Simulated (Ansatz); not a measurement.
Input, command and steps of an Ansatz relaxation.

```yaml
crystal:
  lattice:
    - [-2.0000686112, 2.0000686112, 5.1236788559]
    - [2.0000686112, -2.0000686112, 5.1236788559]
    - [2.0000686112, 2.0000686112, -5.1236788559]
  atoms:
    - { symbol: Sn, position: [0.75, 0.25, 0.5] }
    - { symbol: Sn, position: [0.0, 0.0, 0.0] }
    - { symbol: O, position: [0.79652259, 0.79652259, 0.0] }
    - { symbol: O, position: [0.95347741, 0.45347741, 0.5] }
    - { symbol: O, position: [0.20347741, 0.20347741, 0.0] }
    - { symbol: O, position: [0.54652259, 0.04652259, 0.5] }
basis:
  ecutwfc: 420
kpoints:
  mp_grid: { grid: [10, 10, 10] }
hamiltonian:
  xc: pbesol
scf:
  occupations: { method: gaussian, width: 0.02 }
output:
  forces: true
  stress: true
  eigenvalues: true
relax:
  adjacent_minimum: "off"
  f_tol: 0.005
  max_steps: 80
  cell: { stress_tol: 0.05 }
```

```bash
ansatz run input.yaml --threads 1 --pin off --max-ram 2560MiB --backend cpu --events-out ev --progress --plain --runs-dir out
```

Theory: Ansatz 0.2.0, DFT PBEsol, scalar-relativistic, plane waves, PAW.

Of 8 frames 7 are shown, positions in Å and forces in eV/Å; the SCF threshold varies from step to step. Steps run on the plane waves of an earlier cell, with a Pulay correction in the pressure. The basis is chosen afresh for the last frame, the zero of the energies, and at times for earlier ones too; energy and pressure step there, also at an unchanged geometry.

```xyz
6
Lattice="-2.0001 2.0001 5.1237 2.0001 -2.0001 5.1237 2.0001 2.0001 -5.1237" Properties=species:S:1:pos:R:3:forces:R:3 pbc="T T T" step=1 free_energy_over_end_meV_per_atom=0.40 pressure_GPa=0.68
Sn    0.0000    2.0001    2.5618    0.0000    0.0000    0.0000
Sn    0.0000    0.0000    0.0000    0.0000    0.0000    0.0000
O     0.0000    0.0000    8.1623    0.0000    0.0000    0.0807
O     0.0000    2.0001    4.6469    0.0000    0.0000   -0.0807
O     0.0000    0.0000    2.0851    0.0000    0.0000   -0.0807
O     0.0000    2.0001    0.4767    0.0000    0.0000    0.0807
6
Lattice="-2.0027 2.0027 5.1347 2.0027 -2.0027 5.1347 2.0027 2.0027 -5.1347" Properties=species:S:1:pos:R:3:forces:R:3 pbc="T T T" step=2 free_energy_over_end_meV_per_atom=0.41 pressure_GPa=0.05
Sn    0.0000    2.0027    2.5674    0.0000    0.0000    0.0000
Sn    0.0000    0.0000    0.0000    0.0000    0.0000    0.0000
O     0.0000    0.0000    8.1858    0.0000    0.0000    0.0313
O     0.0000    2.0027    4.6510    0.0000    0.0000   -0.0313
O     0.0000    0.0000    2.0836    0.0000    0.0000   -0.0313
O     0.0000    2.0027    0.4837    0.0000    0.0000    0.0313
6
Lattice="-2.0043 2.0043 5.1307 2.0043 -2.0043 5.1307 2.0043 2.0043 -5.1307" Properties=species:S:1:pos:R:3:forces:R:3 pbc="T T T" step=3 free_energy_over_end_meV_per_atom=0.40 pressure_GPa=0.01
Sn    0.0000    2.0043    2.5654    0.0000    0.0000    0.0000
Sn    0.0000    0.0000    0.0000    0.0000    0.0000    0.0000
O     0.0000    0.0000    8.1805    0.0000    0.0000    0.0023
O     0.0000    2.0043    4.6463    0.0000    0.0000   -0.0023
O     0.0000    0.0000    2.0809    0.0000    0.0000   -0.0023
O     0.0000    2.0043    0.4844    0.0000    0.0000    0.0023
6
Lattice="-2.0058 2.0058 5.1256 2.0058 -2.0058 5.1256 2.0058 2.0058 -5.1256" Properties=species:S:1:pos:R:3:forces:R:3 pbc="T T T" step=4 free_energy_over_end_meV_per_atom=0.44 pressure_GPa=-0.14
Sn    0.0000    2.0058    2.5628    0.0000    0.0000    0.0000
Sn    0.0000    0.0000    0.0000    0.0000    0.0000    0.0000
O     0.0000    0.0000    8.1702    0.0000    0.0000    0.0160
O     0.0000    2.0058    4.6437    0.0000    0.0000   -0.0160
O     0.0000    0.0000    2.0809    0.0000    0.0000   -0.0160
O     0.0000    2.0058    0.4819    0.0000    0.0000    0.0160
6
Lattice="-2.0054 2.0054 5.1247 2.0054 -2.0054 5.1247 2.0054 2.0054 -5.1247" Properties=species:S:1:pos:R:3:forces:R:3 pbc="T T T" step=5 free_energy_over_end_meV_per_atom=0.39 pressure_GPa=0.00
Sn    0.0000    2.0054    2.5624    0.0000    0.0000    0.0000
Sn    0.0000    0.0000    0.0000    0.0000    0.0000    0.0000
O     0.0000    0.0000    8.1698    0.0000    0.0000   -0.0003
O     0.0000    2.0054    4.6420    0.0000    0.0000    0.0003
O     0.0000    0.0000    2.0797    0.0000    0.0000    0.0003
O     0.0000    2.0054    0.4827    0.0000    0.0000   -0.0003
6
Lattice="-2.0054 2.0054 5.1247 2.0054 -2.0054 5.1247 2.0054 2.0054 -5.1247" Properties=species:S:1:pos:R:3:forces:R:3 pbc="T T T" step=6 free_energy_over_end_meV_per_atom=0.00 pressure_GPa=0.04
Sn    0.0000    2.0054    2.5624    0.0000    0.0000    0.0000
Sn    0.0000    0.0000    0.0000    0.0000    0.0000    0.0000
O     0.0000    0.0000    8.1698    0.0000    0.0000   -0.0002
O     0.0000    2.0054    4.6420    0.0000    0.0000    0.0002
O     0.0000    0.0000    2.0797    0.0000    0.0000    0.0002
O     0.0000    2.0054    0.4827    0.0000    0.0000   -0.0002
6
Lattice="-2.0058 2.0058 5.1241 2.0058 -2.0058 5.1241 2.0058 2.0058 -5.1241" Properties=species:S:1:pos:R:3:forces:R:3 pbc="T T T" step=8 free_energy_over_end_meV_per_atom=0.00 pressure_GPa=0.00
Sn    0.0000    2.0058    2.5620    0.0000    0.0000    0.0000
Sn    0.0000    0.0000    0.0000    0.0000    0.0000    0.0000
O     0.0000    0.0000    8.1686    0.0000    0.0000    0.0000
O     0.0000    2.0058    4.6416    0.0000    0.0000    0.0000
O     0.0000    0.0000    2.0796    0.0000    0.0000    0.0000
O     0.0000    2.0058    0.4825    0.0000    0.0000    0.0000
```

Time: 3.2 min on 1 thread of Arm Neoverse N1, on a shared host, peak memory 0.48 GiB.